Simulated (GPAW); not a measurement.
## How NaI absorbs and reflects light

Wanted: where NaI starts to absorb, how strongly, and its refractive index.

Program: GPAW 26.7.0. Level of theory: DFT, PBE, plane-wave PAW (GPAW data sets), scalar-relativistic, RPA, optical limit. Results are calculated unless marked as measured.

Report form: the programs' logs are mostly left out.

**1. The structure**

Symmetry: Fm-3m, No. 225, cubic system. Conventional cell: a = 6.473 Å, b = 6.473 Å, c = 6.473 Å, α = 90.00°, β = 90.00°, γ = 90.00°. I has 6 Na at 3.24 Å nearest. Nearest to Na lie 6 I at 3.24 Å. Farther neighbours and most contacts between anions are not listed.

Coordinates:

```cif
data_structure
_symmetry_space_group_name_H-M 'Fm-3m'
_symmetry_Int_Tables_number 225
_cell_length_a 6.4728
_cell_length_b 6.4728
_cell_length_c 6.4728
_cell_angle_alpha 90.000
_cell_angle_beta 90.000
_cell_angle_gamma 90.000
_cell_volume 271.19
loop_
_atom_site_label
_atom_site_type_symbol
_atom_site_symmetry_multiplicity
_atom_site_Wyckoff_symbol
_atom_site_fract_x
_atom_site_fract_y
_atom_site_fract_z
_atom_site_occupancy
I1 I 4 b 0.50000 0.00000 0.00000 1
Na1 Na 4 a 0.00000 0.00000 0.00000 1
```

**2. Ground state**

First the ground state: is it a metal or has it a gap?

This step: DFT, PBE, plane-wave PAW (GPAW data sets), scalar-relativistic, ground state (GPAW 26.7.0).

File gs.py:

```python
from ase import Atoms
from ase.dft.bandgap import bandgap
from gpaw import GPAW, PW, FermiDirac

atoms = Atoms(['I', 'Na'],
              cell=[[0.000000000000, 3.236400000000, 3.236400000000],
                    [3.236400000000, 0.000000000000, 3.236400000000],
                    [3.236400000000, 3.236400000000, 0.000000000000]],
              scaled_positions=[[0.500000000000, 0.500000000000, 0.500000000000],
                                [0.000000000000, 0.000000000000, 0.000000000000]],
              pbc=[True, True, True])
atoms.calc = GPAW(mode=PW(500), xc='PBE', kpts={'size': (6, 6, 6), 'gamma': True},
                  occupations=FermiDirac(0.05), maxiter=150, txt='gs.txt')
print('energy (eV)', atoms.get_potential_energy())
print('Fermi level (eV)', atoms.calc.get_fermi_level())
print('valence electrons', atoms.calc.get_number_of_electrons())
print('gap (eV)', bandgap(atoms.calc, output=None)[0])
print('direct gap (eV)', bandgap(atoms.calc, direct=True, output=None)[0])
atoms.calc.write('gs.gpw')
```

Command:

```sh
> OMP_NUM_THREADS=1 python gs.py
```

Run time: 4.8 s. Hardware: 1 thread of Arm Neoverse V2, shared host; peak memory 0.14 GiB.

This step gave:

| Quantity | Value |
| --- | --- |
| energy | -5.386 eV |
| Fermi energy | 2.345 eV |
| gap on the k-mesh | 3.658 eV |
| direct gap on the mesh | 3.658 eV |
| electrons | 14 |

There is a gap, 3.66 eV on this mesh (points off the mesh can give less), so no carriers' term is needed.

**3. Bands for the response**

The response needs many more empty bands than the density does.

This step: DFT, PBE, plane-wave PAW (GPAW data sets), scalar-relativistic, bands at fixed density (GPAW 26.7.0).

File nscf.py:

```python
from ase.dft.bandgap import bandgap
from gpaw import GPAW, FermiDirac

calc = GPAW('gs.gpw').fixed_density(kpts={'size': (9, 9, 9), 'gamma': True}, nbands=45, convergence={'bands': 39},
                                    occupations=FermiDirac(0.001), txt='nscf.txt')
print('gap (eV)', bandgap(calc, output=None)[0])
print('direct gap (eV)', bandgap(calc, direct=True, output=None)[0])
print('top band over the Fermi level (eV)', min(calc.get_eigenvalues(kpt=k)[38] for k in range(len(calc.get_ibz_k_points()))) - calc.get_fermi_level())
calc.write('full.gpw', mode='all')
```

Command:

```sh
> OMP_NUM_THREADS=1 python nscf.py
```

It took 54 s on 1 thread; peak memory 0.2 GiB.

**4. Dielectric function, RPA**

Transitions between filled and empty bands, summed over the zone, give the optical response, so mesh, band count and broadening shape it.

The induced potential is part of this response.

This step: DFT, PBE, plane-wave PAW (GPAW data sets), scalar-relativistic, RPA, optical limit (GPAW 26.7.0).

File df.py:

```python
from gpaw.response.df import DielectricFunction

df = DielectricFunction('full.gpw', frequencies={'type': 'nonlinear', 'domega0': 0.03, 'omega2': 8},
                        ecut=50,
                        eta=0.15,
                        nbands=39,
                        txt='df.txt')
for direction in ['x', 'z']:
    df.get_dielectric_function(xc='RPA', direction=direction, filename=f'df_{direction}.csv')
```

Command:

```sh
> OMP_NUM_THREADS=1 python df.py
```

Run time: 7 s. Hardware: 1 thread; peak memory 0.28 GiB.

This step gave:

```
electronic dielectric constant ε∞, mean over x, y and z (by symmetry where fewer were run) : 3.039
main peak of Im epsilon, first axis                                                        : 5.819 eV
```

Some rows of df_x.csv (energy; Re and Im without local fields; Re and Im with them):

```text
0.000000, 3.706394, -0.000000, 3.039465, -0.000000
0.429336, 3.717439, 0.007777, 3.047266, 0.005494
0.878195, 3.753378, 0.016450, 3.072660, 0.011629
1.347938, 3.820523, 0.026867, 3.120160, 0.019023
1.840057, 3.929684, 0.040534, 3.197560, 0.028794
2.356191, 4.100630, 0.060659, 3.319357, 0.043395
2.898142, 4.375160, 0.096541, 3.517164, 0.070315
3.467895, 4.873989, 0.220883, 3.887589, 0.173931
4.067647, 5.601833, 0.874714, 4.401304, 0.730087
4.699832, 6.284531, 1.329554, 4.715264, 1.031037
5.367152, 7.573326, 3.685122, 5.418871, 2.454359
6.072622, 3.900173, 6.437634, 2.917601, 4.530920
6.819608, 2.170333, 5.719295, 1.491313, 3.311877
7.611886, 0.537188, 5.638820, 1.481952, 3.085695
8.453705, -1.371185, 4.634818, 0.788273, 3.285164
9.349861, -1.688729, 2.571601, -0.131535, 2.716420
10.305790, -1.224162, 1.600829, -0.018289, 1.973461
11.327680, -0.450473, 0.864340, -0.120750, 1.037022
12.422601, -0.160096, 0.742797, 0.140196, 0.777857
13.598673, 0.290840, 0.634506, 0.462825, 0.454239
```

Values under the direct gap are tails of Lorentzian lines. Table of Im ε, E ∥ x or z by photon energy; read off at these points:

| photon energy (eV) | Im ε, E ∥ x or z |
| --- | --- |
| 0.00 | 0 |
| 0.50 | 0.00642 |
| 1.00 | 0.0134 |
| 1.50 | 0.0218 |
| 2.00 | 0.0327 |
| 2.50 | 0.0489 |
| 3.00 | 0.0784 |
| 3.50 | 0.192 |
| 4.00 | 0.559 |
| 4.50 | 0.802 |
| 5.00 | 1.67 |
| 5.50 | 2.86 |
| 5.82 | 5.01 |
| 6.00 | 4.70 |
| 6.50 | 4.07 |
| 7.00 | 3.01 |
| 7.50 | 3.18 |
| 8.00 | 3.07 |
| 8.27 | 3.51 |
| 8.50 | 3.30 |
| 9.00 | 2.68 |
| 9.50 | 2.49 |
| 10.00 | 1.79 |
| 10.50 | 1.87 |
| 11.00 | 1.20 |
| 11.50 | 1.08 |
| 12.00 | 0.762 |
| 12.50 | 0.755 |
| 13.00 | 0.745 |
| 13.50 | 0.433 |

The Re ε, E ∥ x or z by photon energy:

| photon energy (eV) | Re ε, E ∥ x or z |
| --- | --- |
| 0.0 | 3.04 |
| 0.5 | 3.05 |
| 1.0 | 3.08 |
| 1.5 | 3.14 |
| 2.0 | 3.23 |
| 2.5 | 3.36 |
| 3.0 | 3.57 |
| 3.5 | 3.91 |
| 4.0 | 4.39 |
| 4.5 | 4.43 |
| 5.0 | 5.01 |
| 5.5 | 5.47 |
| 6.0 | 3.13 |
| 6.5 | 1.57 |
| 7.0 | 1.46 |
| 7.5 | 1.55 |
| 8.0 | 1.45 |
| 8.5 | 0.767 |
| 9.0 | 0.108 |
| 9.5 | -0.221 |
| 10.0 | -0.0128 |
| 10.5 | -0.124 |
| 11.0 | -0.400 |
| 11.5 | -0.0781 |
| 12.0 | 0.0843 |
| 12.5 | 0.134 |
| 13.0 | 0.131 |
| 13.5 | 0.374 |

The reflectivity at normal incidence, E ∥ x or z has structure finer than the step of the table below, so its rows give means over 0.25 eV, whole bins alone (the curve runs from 0 to 14.0 eV). Peaks (eV: height): 5.765: 23.9, 8.831: 23.1, 9.617: 25.3, 10.881: 29.0, 11.787: 22.1, 13.084: 14.3.

Reflectivity at normal incidence, E ∥ x or z against photon energy; means over each step:

photon energy (eV), reflectivity at normal incidence, E ∥ x or z (%) and a bar from the least value:
```
     0.25        7.4 ####
     0.50        7.4 ####
     0.75        7.4 ####
     1.00        7.5 ####
     1.25        7.6 ####
     1.50        7.8 ####
     1.75        7.9 ####
     2.00        8.1 #####
     2.25        8.4 #####
     2.50        8.7 #####
     2.75        9.0 ######
     3.00        9.5 ######
     3.25       10.1 #######
     3.50       10.8 ########
     3.75       11.5 #########
     4.00       12.6 ###########
     4.25       12.6 ###########
     4.50       13.2 ###########
     4.75       14.7 #############
     5.00       16.0 ###############
     5.25       17.3 #################
     5.50       19.9 #####################
     5.75       23.4 #########################
     6.00       22.7 ########################
     6.25       22.4 ########################
     6.50       21.6 #######################
     6.75       18.8 ###################
     7.00       16.8 ################
     7.25       16.1 ###############
     7.50       17.2 #################
     7.75       17.3 #################
     8.00       17.3 #################
     8.25       19.8 ####################
     8.50       21.0 ######################
     8.75       22.8 ########################
     9.00       21.7 #######################
     9.25       22.2 ########################
     9.50       24.4 ###########################
     9.75       23.6 ##########################
    10.00       19.7 ####################
    10.25       19.5 ####################
    10.50       21.6 #######################
    10.75       26.9 ##############################
    11.00       26.5 ##############################
    11.25       21.8 #######################
    11.50       19.4 ####################
    11.75       21.4 #######################
    12.00       15.8 ###############
    12.25       14.2 #############
    12.50       13.3 ############
    12.75       11.3 #########
    13.00       13.4 ############
    13.25       12.6 ###########
    13.50        7.0 ###
    13.75        4.7
```

The loss function −Im 1/ε at q → 0, E ∥ x or z has structure finer than the step of the table below, so its rows give means over 0.5 eV, whole bins alone (the curve runs from 0 to 14.0 eV). Peaks (eV: height): 13.25: 1.74.

Values under the direct gap are tails of Lorentzian lines. Table of loss function −Im 1/ε at q → 0, E ∥ x or z by energy loss; means over each step:

energy loss (eV), loss function −Im 1/ε at q → 0, E ∥ x or z and a bar:
```
      0.5       0.00 
      1.0       0.00 
      1.5       0.00 
      2.0       0.00 
      2.5       0.00 
      3.0       0.01 
      3.5       0.01 
      4.0       0.03 #
      4.5       0.04 #
      5.0       0.06 #
      5.5       0.08 ##
      6.0       0.14 ###
      6.5       0.21 #####
      7.0       0.26 ######
      7.5       0.25 ######
      8.0       0.26 ######
      8.5       0.29 ######
      9.0       0.35 ########
      9.5       0.41 #########
     10.0       0.54 ############
     10.5       0.52 ###########
     11.0       0.73 ################
     11.5       0.95 #####################
     12.0       1.23 ###########################
     12.5       1.27 ############################
     13.0       1.37 ##############################
     13.5       1.34 #############################
```

Values under the direct gap are tails of Lorentzian lines. Table of Im ε, E ∥ x or z by photon energy; read off at these points:

| photon energy (eV) | without local fields | with local fields |
| --- | --- | --- |
| 0.00 | 0 | 0 |
| 0.50 | 0.00909 | 0.00642 |
| 1.00 | 0.0190 | 0.0134 |
| 1.50 | 0.0307 | 0.0218 |
| 2.00 | 0.0459 | 0.0327 |
| 2.50 | 0.0681 | 0.0489 |
| 3.00 | 0.107 | 0.0784 |
| 3.50 | 0.242 | 0.192 |
| 4.00 | 0.678 | 0.559 |
| 4.50 | 1.00 | 0.802 |
| 5.00 | 2.25 | 1.67 |
| 5.50 | 4.45 | 2.86 |
| 5.77 | 7.34 | 4.94 |
| 5.82 | 7.23 | 5.01 |
| 6.00 | 6.56 | 4.70 |
| 6.50 | 6.03 | 4.07 |
| 7.00 | 5.49 | 3.01 |
| 7.38 | 6.16 | 3.11 |
| 7.50 | 5.91 | 3.18 |
| 8.00 | 5.44 | 3.07 |
| 8.50 | 4.55 | 3.30 |
| 9.00 | 3.00 | 2.68 |
| 9.50 | 2.32 | 2.49 |
| 10.00 | 1.81 | 1.79 |
| 10.50 | 1.40 | 1.87 |
| 11.00 | 0.854 | 1.20 |
| 11.50 | 0.883 | 1.08 |
| 12.00 | 0.763 | 0.762 |
| 12.50 | 0.712 | 0.755 |
| 13.00 | 0.603 | 0.745 |
| 13.50 | 0.541 | 0.433 |

At chosen wavelengths:

| wavelength (nm) | n | k | R (%) | 1/α |
| --- | --- | --- | --- | --- |
| 1550 | 1.75 | 0.003 | 7.5 | 41 µm |
| 1064 | 1.76 | 0.005 | 7.6 | 19 µm |
| 800 | 1.77 | 0.006 | 7.8 | 9.9 µm |
| 405 | 1.90 | 0.022 | 9.6 | 1.5 µm |
| 365 | 1.96 | 0.037 | 10.5 | 785 nm |
| 308 | 2.11 | 0.147 | 12.9 | 166 nm |
| 193 | 1.80 | 1.198 | 22.4 | 13 nm |

Below the direct gap, k and the depth come from the tails of the Lorentzian lines, not from transitions.

Rows near the edge hang on the gap, which this functional as a rule makes too small, and phonon-assisted absorption is left out.

**5. Summary of results**

```json
{
 "electronic dielectric constant ε∞, mean over x, y and z (by symmetry where fewer were run) (RPA)": "3.04",
 "main peak of Im epsilon, first axis": "5.82 eV"
}
```

What this shows: At this level (PBE, RPA) NaI has ε∞ = 3.04 and n = 1.75 at 1550 nm, and Im ε peaks at 5.8 eV. On the mesh the gap is 3.66 eV and the least direct gap 3.66 eV. Local fields change the static value along x from 3.71 to 3.04 (-18 %). Distinct maxima of Im ε, read by a parabola through the highest points, lie at 5.82 eV (5.0), 8.28 eV (3.5) and 9.26 eV (2.9). Excitons and phonon-assisted transitions are missing; PBE gaps are as a rule too small, which pulls the onset down and ε∞ up. Spin-orbit coupling is left out although heavy atoms are present. The sum runs over mesh points, so small or evenly spaced maxima can still be ripples of the mesh.

[Machine, clock and banner lines and Python warnings are left out of the logs.]

[Logs are printed without paths, hosts, clocks, repeated set-up lines and the standing remarks that a program may print on its own settings, such as how far it seeks lower states.]

[Hosts, paths, dates, database ids (printed as entryN), source tags and the programs' standing remarks are cut or masked in the printed files.]
